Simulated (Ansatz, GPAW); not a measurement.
Equation of state of Cu3Al under LDA

```
Cu Al
1.0
     3.63738    0.00000    0.00000
     0.00000    3.63738    0.00000
     0.00000    0.00000    3.63738
Cu Al
3 1
Direct
  0.00000 0.50000 0.50000
  0.50000 0.00000 0.50000
  0.50000 0.50000 0.00000
  0.00000 0.00000 0.00000
```

The cell comes from a database or a generator and needn't be the stable form of this composition.

The cell was scaled at fixed shape and fractions and run with Ansatz, Ansatz PAW, cutoff 420 eV; LDA, k mesh 7 × 7 × 7 on the cell of 4 atoms, fermi-dirac occupations of 0.05 eV, no spin polarisation, no spin-orbit coupling. The potentials were made for PBE. Energies are those that the program minimises, any entropy of the smearing included. For a metal such a mesh isn't converged to the digits shown.

| V (Å³/atom) | energy over the lowest row (meV/atom) |
| --- | --- |
| 11.3092 | 2.82 |
| 11.5498 | 0.00 |
| 11.7905 | 2.41 |
| 12.0311 | 9.54 |
| 12.2717 | 20.80 |
| 12.5123 | ? |
| 12.7530 | 53.97 |

**Question.** Fit the third-order Birch-Murnaghan form, give V0, B0 and B′, and predict the energy left open.

**Answer.** With y = (V0/V)^(2/3), E = E0 + (9 V0 B0/16) [(y - 1)³ B′ + (y - 1)² (6 - 4y)]. Least squares through the rows shown give V0 = 11.5542 Å³/atom, E0 = -0.01 meV, B0 = 167.9 GPa (1 eV/Å³ = 160.218 GPa) and B′ = 4.73, with a largest miss of 0.02 meV. At V = 12.5123 the form with these constants gives 35.74 meV; the run gave 35.76 meV an atom. Other set-ups at this level, from all their volumes (Å³/atom, GPa): GPAW, the program's PAW data sets (release 1.2.1) made for this functional: V0 11.637, B0 165.7.
